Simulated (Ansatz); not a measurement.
**BaS: band gap under strain**

How does strain move the band edges of the known phase of BaS with 2 atoms a cell, and do the functionals agree on it? States: -5.0 % equal strain in all directions; -3.2 % biaxial strain in x and y, z held.

Program: Ansatz 0.2.0. PAW datasets, plane waves. Spin-unpolarised throughout; all numbers are computed.

### 1 The system as given

The unstrained cell was relaxed with r2SCAN; in each strained cell the atoms were relaxed again with r2SCAN. Names of k-points are those of the unstrained zone, where strain can split equivalent points. First state: -5.0 % equal strain in all directions.

It is cubic, Fm-3m (No. 225); conventional cell a = 6.106 Å, 28.45 Å³ an atom. Ba has 6 S at 3.05 Å; S has 6 Ba at 3.05 Å.

Coordinates:

```cif
data_structure
_symmetry_space_group_name_H-M 'P 1'
_symmetry_Int_Tables_number 1
_cell_length_a 4.3175
_cell_length_b 4.3175
_cell_length_c 4.3175
_cell_angle_alpha 60.000
_cell_angle_beta 60.000
_cell_angle_gamma 60.000
_cell_volume 56.91
loop_
_atom_site_label
_atom_site_type_symbol
_atom_site_fract_x
_atom_site_fract_y
_atom_site_fract_z
_atom_site_occupancy
Ba1 Ba 0.00000 0.00000 0.00000 1
S1 S 0.50000 0.50000 0.50000 1
```

From earlier runs on the unstrained cell: PBE 2.23 eV, r2SCAN 2.58 eV, HSE06 3.14 eV, G0W0 3.47 eV (on its mesh); a = 6.424 Å.

### 2 -5.0 % equal strain in all directions: PBE

Input file input.yaml:

```yaml
crystal:
  lattice:
    - [0.0, 3.052920385, 3.052920385]
    - [3.052920385, 0.0, 3.052920385]
    - [3.052920385, 3.052920385, 0.0]
  atoms:
    - { symbol: Ba, position: [0.0, 0.0, 0.0] }
    - { symbol: S, position: [0.5, 0.5, 0.5] }
kpoints:
  mp_grid: { grid: [8, 8, 8] }
  band_path:
    path:
      - [0.0, 0.0, 0.0]
      - [0.5, 0.0, 0.5]
      - [0.625, 0.25, 0.625]
      - [0.375, 0.375, 0.75]
      - [0.5, 0.5, 0.5]
      - [0.5, 0.25, 0.75]
      - [0.0, 0.5, 0.5]
    npoints: 1
hamiltonian:
  xc: pbe
scf:
  occupations: { method: fermi_dirac, width: 0.02 }
  n_extra_bands: 4
output:
  forces: true
  stress: true
  eigenvalues: true
```

Command:

```bash
$ ansatz run input.yaml --threads 4 --pin off --max-ram 4608MiB --backend cpu --events-out ev --progress --plain --runs-dir out
```

Further steps of the session: -5.0 % equal strain in all directions: r2SCAN; -5.0 % equal strain in all directions: HSE06; -5.0 % equal strain in all directions: G0W0@PBE; -3.2 % biaxial strain in x and y, z held: PBE; -3.2 % biaxial strain in x and y, z held: r2SCAN; -3.2 % biaxial strain in x and y, z held: HSE06; -3.2 % biaxial strain in x and y, z held: G0W0@PBE.

What does the calculation give?

The runs gave:

Least gap in eV (negative: overlap), with the change from the unstrained cell in brackets. G0W0 is on its own coarse mesh.

```
                                   state  volume change (%)           PBE        r2SCAN         HSE06          G0W0
   -5.0 % equal strain in all directions              -14.1  1.94 (-0.29)  2.29 (-0.29)  2.85 (-0.29)  3.07 (-0.40)
-3.2 % biaxial strain in x and y, z held               -6.4  2.08 (-0.15)  2.43 (-0.15)  2.99 (-0.15)  3.27 (-0.20)
```

**Reading.** The largest move of the HSE06 gap in the table is -0.285 eV, under -5.0 % equal strain in all directions. PBE and HSE06 differ by 0.91 eV on the unstrained gap, and by at most 0.00 eV on its change: PBE follows the response to strain far better than the gap itself. Spin-orbit coupling is left out of the table, though the cell holds Ba (Z = 56). No extrapolation in bands, cutoff or mesh was made for G0W0.
